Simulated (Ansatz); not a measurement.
# PbS: the order of phases at one pressure

Aim: bring PbS in several structures (rocksalt, CsCl, zincblende, wurtzite, NiAs) to one pressure and rank them by enthalpy. The pressure is set by scaling the first phase. Methods of the runs shown: LAPW. Companion runs by PAW are cited.

Method: DFT, PBE, all-electron LAPW, scalar-relativistic, in Ansatz 0.2.0.

## (1) The structure to begin with

It takes space group Fm-3m (No. 225, cubic). The conventional cell has a = 5.121 Å, b = 5.121 Å, c = 5.121 Å, α = 90.00°, β = 90.00°, γ = 90.00°. Pb (site symmetry m-3m) is surrounded by 6 S at 2.56 Å. S (site symmetry m-3m) has 6 Pb at 2.56 Å as nearest neighbours.

As a file:

```xyz
2
Lattice="0.0000 2.5605 2.5605 2.5605 0.0000 2.5605 2.5605 2.5605 0.0000" Properties=species:S:1:pos:R:3 pbc="T T T"
Pb    0.0000    0.0000    0.0000
S     2.5605    2.5605    2.5605
```

Atoms are numbered in the order of the input: Pb1, S2.

## (2) Rocksalt relaxed under pressure, LAPW

File input.yaml:

```yaml
crystal:
  lattice:
    - [0.0, 2.5604714191, 2.5604714191]
    - [2.5604714191, 0.0, 2.5604714191]
    - [2.5604714191, 2.5604714191, 0.0]
  atoms:
    - { symbol: Pb, position: [0.0, 0.0, 0.0] }
    - { symbol: S, position: [0.5, 0.5, 0.5] }
kpoints:
  mp_grid: { grid: [14, 14, 14] }
scf:
  occupations: { method: fermi_dirac, width: 0.05 }
hamiltonian:
  xc: pbe
  pseudopotentials: { kind: all_electron, lapw: { basis_error: 0.0005 } }
output:
  forces: true
  stress: true
  eigenvalues: true
relax:
  f_tol: 0.005
  max_steps: 12
  cell: { p_target: 68.0, stress_tol: 0.034 }
```

The run is started by

```bash
> ansatz run input.yaml --threads 1 --pin off --max-ram 3584MiB --backend cpu --events-out ev --progress --plain --runs-dir out
```

Standard output (excerpt; [...] marks lines left out):

```text
[...]
LAPW: plane waves up to 8.617 Å⁻¹, error target 5.0e-4 eV per atom; small_component_spin mean_spin; S in spheres of 1.073 Å, 14 of its electrons in bands, Dirac shells []; Pb in spheres of 1.410 Å, 46 of its electrons in bands, Dirac shells []
[...]
Pseudopotentials: kind: all_electron
Pseudopotential: Pb, LAPW, valence charge 46, Koelling and Harmon's equation, gaussian nucleus
Pseudopotential: S, LAPW, valence charge 14, Koelling and Harmon's equation, gaussian nucleus
Functional definition: PBE
[...]
Crystal: 2 atoms, lattice volume = 33.573 Å³
Basis set: ecut = 282.93130585620116 eV, 339 PW (Γ), exchange–correlation at level 2
Bands: 36, of which v1, the nominal top of the filled ones, is band 30 counted from 1 (29 counted from 0)
Symmetry: 48 space group operations
Space group: Fm-3m (ITA 225), of the structure as read, at distance tolerance 3.2e-5 Å
k-points: 104 of 2744
[...]
SCF iter   1: F=—  HF=-578927.741657 eV  |F-HF|=—  |Δ(HF+E_count)|=         —  Δρ=3.96e-2  dr2=8.67e-1  ethr=1.44e-3  ⟨swp⟩=2.0  Hψ=22629  notcnv=0
[...]
relax step   1: F+E_penalty+E_count = -578927.43390506 eV  Δ(F+E_penalty+E_count) = +0.000e0 eV  max|allowed force component| = 1.479e-30 eV/Å  Δτ_max = 0.0000 Å  P = +68.010 GPa  Ω = 33.573 Å³  (10 SCF iters, accepted)
[...]
relax step   2: F+E_penalty+E_count = -578927.43390506 eV  Δ(F+E_penalty+E_count) = -1.863e-9 eV  max|allowed force component| = 2.301e-31 eV/Å  Δτ_max = 0.0000 Å  P = +68.010 GPa  Ω = 33.573 Å³  stress off target by 1.03e-2 GPa  SCF on the basis re-selected at this cell (its energy is [...]
SCF converged after 2 iterations
Free energy (F): -578927.433905 eV
[...]
E sigma→0 (E₀):  -578927.432449 eV
Entropy (-TS):   -0.002913 eV (-1.456 meV/atom)
Fermi energy:    21.458044 eV
[...]
--- Forces (eV/Å), atoms counted from 1 ---
  atom   1  Pb     0.00000000     0.00000000    -0.00000000
  atom   2  S      0.00000000    -0.00000000     0.00000000
[...]
--- Stress (GPa, compression-positive) ---
       68.010263       0.000000      -0.000000
        0.000000      68.010263      -0.000000
       -0.000000      -0.000000      68.010263
  P = ⅓ Tr σ = 68.0103 GPa (680.103 kbar)
--- Band table (eV; the first three rows and the last of 104) ---
[...]
--- Relaxed structure (1 steps of the walk, 1 accepted, 1 SCFs on fresh bases) ---
  F+E_penalty+E_count = -578927.43390506 eV   max|allowed force component| = 2.301e-31 eV/Å   (the final SCF, on the basis selected at the relaxed cell)
  cell:  # Å, volume = 33.5730 Å³
    - [0.0, 2.5604714191, 2.5604714191]
    - [2.5604714191, 0.0, 2.5604714191]
    - [2.5604714191, 2.5604714191, 0.0]
  atoms:
    - { symbol: Pb, position: [0.0, 0.0, 0.0] }
    - { symbol: S, position: [0.5, 0.5, 0.5] }
```

It took 49 s on 1 thread of Arm Neoverse V2, shared host; peak memory 0.55 GiB.

Relaxation path:

```tsv
step	energy from step 1 (eV/cell)	largest force component (eV/Å)	pressure (GPa)	volume (Å³)
1	0.0000	0.0000	68.01	33.57
2	0.0000	0.0000	68.01	33.57
```

Step 1 is the start. Step 2 repeats the geometry before on a plane-wave basis chosen anew for that cell, so the energy can jump there without any move; the table keeps such jumps.

| input's cell | before | after | change |
| --- | --- | --- | --- |
| a (Å) | 3.621 | 3.621 | +0.0 % |
| b (Å) | 3.621 | 3.621 | +0.0 % |
| c (Å) | 3.621 | 3.621 | +0.0 % |
| volume (Å³/atom) | 16.79 | 16.79 | +0.0 % |

Result: pressure 68.01 GPa; no gap.

## (3) CsCl relaxed under pressure, LAPW

input.yaml, as its differences from that of step 2:

```diff
@@ -2,5 +2,5 @@
   lattice:
-    - [0.0, 2.5604714191, 2.5604714191]
-    - [2.5604714191, 0.0, 2.5604714191]
-    - [2.5604714191, 2.5604714191, 0.0]
+    - [3.1309091169, 0.0, 0.0]
+    - [0.0, 3.1309091169, 0.0]
+    - [0.0, 0.0, 3.1309091169]
   atoms:
```

The run is started by

```bash
> ansatz run input.yaml --threads 1 --pin off --max-ram 3584MiB --backend cpu --events-out ev --progress --plain --runs-dir out
```

Standard output (excerpt; [...] marks lines left out):

```text
[...]
LAPW: plane waves up to 8.065 Å⁻¹, error target 5.0e-4 eV per atom; small_component_spin mean_spin; S in spheres of 1.139 Å, 14 of its electrons in bands, Dirac shells []; Pb in spheres of 1.491 Å, 36 of its electrons in bands, Dirac shells []
[...]
Pseudopotentials: kind: all_electron
Pseudopotential: Pb, LAPW, valence charge 36, Koelling and Harmon's equation, gaussian nucleus
Pseudopotential: S, LAPW, valence charge 14, Koelling and Harmon's equation, gaussian nucleus
Functional definition: PBE
[...]
Crystal: 2 atoms, lattice volume = 30.691 Å³
Basis set: ecut = 247.8250766268692 eV, 257 PW (Γ), exchange–correlation at level 2
Bands: 30, of which v1, the nominal top of the filled ones, is band 25 counted from 1 (24 counted from 0)
Symmetry: 48 space group operations
Space group: Pm-3m (ITA 221), of the structure as read, at distance tolerance 3.1e-5 Å
k-points: 120 of 2744
[...]
Entropy (-TS):   -0.006926 eV (-3.463 meV/atom)
Fermi energy:    22.854885 eV
[...]
--- Forces (eV/Å), atoms counted from 1 ---
  atom   1  Pb    -0.00000000     0.00000000     0.00000000
  atom   2  S      0.00000000    -0.00000000     0.00000000
[...]
--- Stress (GPa, compression-positive) ---
       68.015440       0.000000       0.000000
        0.000000      68.015440       0.000000
        0.000000       0.000000      68.015440
  P = ⅓ Tr σ = 68.0154 GPa (680.154 kbar)
--- Band table (eV; the first three rows and the last of 120) ---
[...]
--- Relaxed structure (1 steps of the walk, 1 accepted, 1 SCFs on fresh bases) ---
  F+E_penalty+E_count = -578927.31080432 eV   max|allowed force component| = 7.231e-30 eV/Å   (the final SCF, on the basis selected at the relaxed cell)
  cell:  # Å, volume = 30.6910 Å³
    - [3.1309091169, 0.0, 0.0]
    - [0.0, 3.1309091169, 0.0]
    - [0.0, 0.0, 3.1309091169]
  atoms:
    - { symbol: Pb, position: [0.0, 0.0, 0.0] }
    - { symbol: S, position: [0.49999999999999994, 0.49999999999999994, 0.49999999999999994] }
```

It took 42 s on 1 thread of Arm Neoverse V2, shared host; peak memory 0.52 GiB.

The steps of the relaxation:

```tsv
step	energy from step 1 (eV/cell)	largest force component (eV/Å)	pressure (GPa)	volume (Å³)
1	0.0000	0.0000	68.02	30.69
2	0.0000	0.0000	68.02	30.69
```

Step 1 is the start. Step 2 repeats the geometry before on a plane-wave basis chosen anew for that cell, so the energy can jump there without any move; the table keeps such jumps.

| input's cell | before | after | change |
| --- | --- | --- | --- |
| a (Å) | 3.131 | 3.131 | +0.0 % |
| b (Å) | 3.131 | 3.131 | +0.0 % |
| c (Å) | 3.131 | 3.131 | +0.0 % |
| volume (Å³/atom) | 15.35 | 15.35 | +0.0 % |

Read from it: pressure 68.02 GPa; no gap.

## (4) Zincblende relaxed under pressure, LAPW

File input.yaml:

```yaml
crystal:
  lattice:
    - [0.0, 2.7129652411, 2.7129652411]
    - [2.7129652411, 0.0, 2.7129652411]
    - [2.7129652411, 2.7129652411, 0.0]
  atoms:
    - { symbol: Pb, position: [0.0, 0.0, 0.0] }
    - { symbol: S, position: [0.25, 0.25, 0.25] }
kpoints:
  mp_grid: { grid: [13, 13, 13] }
scf:
  occupations: { method: fermi_dirac, width: 0.05 }
hamiltonian:
  xc: pbe
  pseudopotentials: { kind: all_electron, lapw: { basis_error: 0.0005 } }
output:
  forces: true
  stress: true
  eigenvalues: true
relax:
  f_tol: 0.005
  max_steps: 12
  cell: { p_target: 68.0, stress_tol: 0.034 }
```

The run is started by

```bash
> ansatz run input.yaml --threads 1 --pin off --max-ram 3584MiB --backend cpu --events-out ev --progress --plain --runs-dir out
```

Standard output (excerpt; [...] marks lines left out):

```text
[...]
LAPW: plane waves up to 9.588 Å⁻¹, error target 5.0e-4 eV per atom; small_component_spin mean_spin; S in spheres of 0.992 Å, 14 of its electrons in bands, Dirac shells []; Pb in spheres of 1.287 Å, 46 of its electrons in bands, Dirac shells []
[...]
Pseudopotentials: kind: all_electron
Pseudopotential: Pb, LAPW, valence charge 46, Koelling and Harmon's equation, gaussian nucleus
Pseudopotential: S, LAPW, valence charge 14, Koelling and Harmon's equation, gaussian nucleus
Functional definition: PBE
[...]
Crystal: 2 atoms, lattice volume = 39.936 Å³
Basis set: ecut = 350.2832547890727 eV, 609 PW (Γ), exchange–correlation at level 2
Bands: 36, of which v1, the nominal top of the filled ones, is band 30 counted from 1 (29 counted from 0)
Symmetry: 24 space group operations
Space group: F-43m (ITA 216), of the structure as read, at distance tolerance 3.4e-5 Å
[...]
  atom   1  Pb     0.00000000    -0.00000000     0.00000000
  atom   2  S     -0.00000000     0.00000000    -0.00000000
[...]
--- Stress (GPa, compression-positive) ---
       68.033087      -0.000000      -0.000000
       -0.000000      68.033087       0.000000
       -0.000000       0.000000      68.033087
  P = ⅓ Tr σ = 68.0331 GPa (680.331 kbar)
--- Band table (eV; the first three rows and the last of 84) ---
[...]
--- Relaxed structure (2 steps of the walk, 2 accepted, 1 SCFs on fresh bases) ---
  F+E_penalty+E_count = -578925.60302538 eV   max|allowed force component| = 3.296e-17 eV/Å   (the final SCF, on the basis selected at the relaxed cell)
  cell:  # Å, volume = 39.9246 Å³
    - [-1.7451649212667398e-33, 2.7127099181080787, 2.7127099181080787]
    - [2.7127099181080787, 2.3311327050497326e-33, 2.7127099181080787]
    - [2.7127099181080787, 2.7127099181080787, 2.4457785757898835e-33]
  atoms:
    - { symbol: Pb, position: [-4.1262850080644215e-34, 3.4459656160537997e-34, 3.1797536800496436e-34] }
    - { symbol: S, position: [0.25, 0.25, 0.25] }
```

Wall time 95 s (1 thread of Arm Neoverse V2, shared host); peak memory 0.5 GiB.

Step by step:

```tsv
step	energy from step 1 (eV/cell)	largest force component (eV/Å)	pressure (GPa)	volume (Å³)
1	0.0000	0.0000	67.96	39.94
2	0.0048	0.0000	68.03	39.92
3	0.0048	0.0000	68.03	39.92
```

Step 1 is the start. Step 3 repeats the geometry before on a plane-wave basis chosen anew for that cell, so the energy can jump there without any move; the table keeps such jumps.

| input's cell | before | after | change |
| --- | --- | --- | --- |
| a (Å) | 3.837 | 3.836 | -0.0 % |
| b (Å) | 3.837 | 3.836 | -0.0 % |
| c (Å) | 3.837 | 3.836 | -0.0 % |
| volume (Å³/atom) | 19.97 | 19.96 | -0.0 % |

Result: pressure 68.03 GPa; no gap.

## (5) Wurtzite at the cell that PAW relaxed, LAPW

File input.yaml:

```yaml
crystal:
  lattice:
    - [4.1691829987, 0.0, 0.0]
    - [-2.0845914993, 3.6106183899, 0.0]
    - [0.0, 0.0, 5.0521104356]
  atoms:
    - { symbol: Pb, position: [0.3333333333, 0.6666666667, -0.0620011179] }
    - { symbol: Pb, position: [0.6666666667, 0.3333333333, 0.4379988821] }
    - { symbol: S, position: [0.3333333333, 0.6666666667, 0.4380011179] }
    - { symbol: S, position: [0.6666666667, 0.3333333333, 0.9380011179] }
kpoints:
  mp_grid: { grid: [10, 10, 5] }
scf:
  occupations: { method: fermi_dirac, width: 0.05 }
hamiltonian:
  xc: pbe
  pseudopotentials: { kind: all_electron, lapw: { basis_error: 0.0005 } }
output:
  forces: true
  stress: true
  eigenvalues: true
  populations: true
```

The run is started by

```bash
> ansatz run input.yaml --threads 1 --pin off --max-ram 3584MiB --backend cpu --events-out ev --progress --plain --runs-dir out
```

Standard output (excerpt; [...] marks lines left out):

```text
Warning: the atoms were moved onto the symmetric positions of the space group found under crystal.symmetry.tolerance 1.0e-5 (fractional; no operation is sought that the atoms, as they stand in a round, miss by more than twice it, and no atom is moved by as much as it), and the run uses [...]
Pb: projections on atomic orbitals take those of the free atom 1s2 2s2 2p6 3s2 3p6 3d10 4s2 4p6 4d10 4f14 5s2 5p6 5d10 6s2 6p2, of charge +0.00 (hamiltonian.pseudopotentials.projection_atoms)
S: projections on atomic orbitals take those of the free atom 1s2 2s2 2p6 3s2 3p4, of charge +0.00 (hamiltonian.pseudopotentials.projection_atoms)
LAPW: plane waves up to 8.953 Å⁻¹, error target 5.0e-4 eV per atom; small_component_spin mean_spin; S in spheres of 1.042 Å, 14 of its electrons in bands, Dirac shells []; Pb in spheres of 1.365 Å, 46 of its electrons in bands, Dirac shells []
[...]
Pseudopotentials: kind: all_electron
Pseudopotential: Pb, LAPW, valence charge 46, Koelling and Harmon's equation, gaussian nucleus
[...]
SCF iter   8: F=-1157852.821255 eV  HF=-1157852.821255 eV  |F-HF|=1.86e-9  |Δ(HF+E_count)|=   9.36e-7  Δρ=5.93e-6  dr2=2.34e-8  ethr=4.09e-10  ⟨swp⟩=3.0  Hψ=8911  notcnv=0
[...]
SCF converged after 8 iterations
Free energy (F): -1157852.821255 eV
[...]
E sigma→0 (E₀):  -1157852.814716 eV
Entropy (-TS):   -0.013078 eV (-3.269 meV/atom)
Fermi energy:    18.744393 eV
[...]
--- Forces (eV/Å), atoms counted from 1 ---
  atom   1  Pb     0.00000000     0.00000000     0.00000000
  atom   2  Pb     0.00000000    -0.00000000    -0.00000000
  atom   3  S      0.00000000     0.00000000    -0.00000000
  atom   4  S      0.00000000    -0.00000000     0.00000000
[...]
--- Stress (GPa, compression-positive) ---
       67.994546      -0.000000      -0.000000
        0.000000      67.994546      -0.000000
       -0.000000      -0.000000      68.011999
  P = ⅓ Tr σ = 68.0004 GPa (680.004 kbar)
--- Band table (eV; the first three rows and the last of 42) ---
[...]
--- Löwdin populations: 4 sites ---
  site symbol       q [e]
     0     Pb     81.7104
     1     Pb     81.7104
     2      S     16.1552
     3      S     16.1552
  spilling = 0.001371 (of n_electrons = 196.000000)
```

It took 65 s on 1 thread of Arm Neoverse V2, shared host; peak memory 0.69 GiB.

This run gives: pressure 68.00 GPa; no gap.

## (6) NiAs at the cell that PAW relaxed, LAPW

File input.yaml:

```yaml
crystal:
  lattice:
    - [3.1574913076, 0.0, 0.0]
    - [-1.5787456538, 2.7344676846, 0.0]
    - [0.0, 0.0, 7.4059670695]
  atoms:
    - { symbol: Pb, position: [0.0, 0.0, 0.0] }
    - { symbol: Pb, position: [0.0, 0.0, 0.5] }
    - { symbol: S, position: [0.3333333333, 0.6666666667, 0.25] }
    - { symbol: S, position: [0.6666666667, 0.3333333333, 0.75] }
kpoints:
  mp_grid: { grid: [10, 10, 6] }
scf:
  occupations: { method: fermi_dirac, width: 0.05 }
hamiltonian:
  xc: pbe
  pseudopotentials: { kind: all_electron, lapw: { basis_error: 0.0005 } }
output:
  forces: true
  stress: true
  eigenvalues: true
  populations: true
```

The run is started by

```bash
> ansatz run input.yaml --threads 1 --pin off --max-ram 3584MiB --backend cpu --events-out ev --progress --plain --runs-dir out
```

Standard output (excerpt; [...] marks lines left out):

```text
Pb: projections on atomic orbitals take those of the free atom 1s2 2s2 2p6 3s2 3p6 3d10 4s2 4p6 4d10 4f14 5s2 5p6 5d10 6s2 6p2, of charge +0.00 (hamiltonian.pseudopotentials.projection_atoms)
S: projections on atomic orbitals take those of the free atom 1s2 2s2 2p6 3s2 3p4, of charge +0.00 (hamiltonian.pseudopotentials.projection_atoms)
LAPW: plane waves up to 8.176 Å⁻¹, error target 5.0e-4 eV per atom; small_component_spin mean_spin; S in spheres of 1.124 Å, 14 of its electrons in bands, Dirac shells []; Pb in spheres of 1.475 Å, 36 of its electrons in bands, Dirac shells []
[...]
Pseudopotentials: kind: all_electron
Pseudopotential: Pb, LAPW, valence charge 36, Koelling and Harmon's equation, gaussian nucleus
Pseudopotential: S, LAPW, valence charge 14, Koelling and Harmon's equation, gaussian nucleus
Functional definition: PBE
[...]
Crystal: 4 atoms, lattice volume = 63.944 Å³
[...]
SCF converged after 8 iterations
Free energy (F): -1157854.162801 eV
[...]
E sigma→0 (E₀):  -1157854.160854 eV
Entropy (-TS):   -0.003895 eV (-0.974 meV/atom)
Fermi energy:    21.822534 eV
[...]
--- Forces (eV/Å), atoms counted from 1 ---
  atom   1  Pb    -0.00000000    -0.00000000     0.00000000
  atom   2  Pb     0.00000000     0.00000000     0.00000000
  atom   3  S     -0.00000000     0.00000000     0.00000000
  atom   4  S      0.00000000    -0.00000000     0.00000000
[...]
--- Stress (GPa, compression-positive) ---
       67.978764      -0.000000       0.000000
       -0.000000      67.978764       0.000000
        0.000000       0.000000      68.055666
  P = ⅓ Tr σ = 68.0044 GPa (680.044 kbar)
--- Band table (eV; the first three rows and the last of 56) ---
[...]
--- Löwdin populations: 4 sites ---
  site symbol       q [e]
     0     Pb     81.6444
     1     Pb     81.6444
     2      S     16.2212
     3      S     16.2212
  spilling = 0.001372 (of n_electrons = 196.000000)
```

Wall time 53 s (1 thread of Arm Neoverse V2, shared host); peak memory 0.65 GiB.

This run gives: pressure 68.00 GPa; no gap.

## (7) The series in one table

Rows by PAW come from runs of the same series that aren't printed here.

Enthalpy per atom, H = F + pV at p = 68 GPa, from each method's lowest phase:

```
             method       start  space group, start → end  volume (Å³/atom)  pressure (GPa)  enthalpy (meV/atom)
               LAPW    rocksalt             Fm-3m → Fm-3m            16.786            68.0                550.0
               LAPW        CsCl             Pm-3m → Pm-3m            15.346            68.0                  0.0
               LAPW  zincblende             F-43m → F-43m            19.962            68.0               2813.3
LAPW, at PAW's cell    wurtzite                  P6_3/mmc            19.013            68.0               2006.6
LAPW, at PAW's cell        NiAs                  P6_3/mmc            15.986            68.0                386.5
                PAW    rocksalt             Fm-3m → Fm-3m            16.786            68.0                550.1
                PAW        CsCl             Pm-3m → Pm-3m            15.346            68.0                  0.0
                PAW  zincblende             F-43m → F-43m            19.968            68.0               2813.4
                PAW    wurtzite         P6_3mc → P6_3/mmc            19.013            68.0               2006.6
                PAW        NiAs       P6_3/mmc → P6_3/mmc            15.986            68.0                386.8
```

## (8) Outcome

```
     quantity                            value
     pressure                           68 GPa
lowest (LAPW)  CsCl, 386.5 meV/atom under NiAs
 lowest (PAW)  CsCl, 386.8 meV/atom under NiAs
```

By LAPW the order is CsCl < NiAs < rocksalt < wurtzite < zincblende. By PAW the order is CsCl < NiAs < rocksalt < wurtzite < zincblende. Some starts changed symmetry on relaxing: wurtzite ended as P6_3/mmc. The methods agree on the lowest phase. Only these structures were tried, with electrons smeared by 0.05 eV and without vibrations, so the true ground state may be another. The k meshes differ between phases and weren't tested, which can move differences by some meV. Spin-orbit coupling is left out, though the cell holds Pb; in elements this heavy it can shift bands and gaps by tenths of an eV.
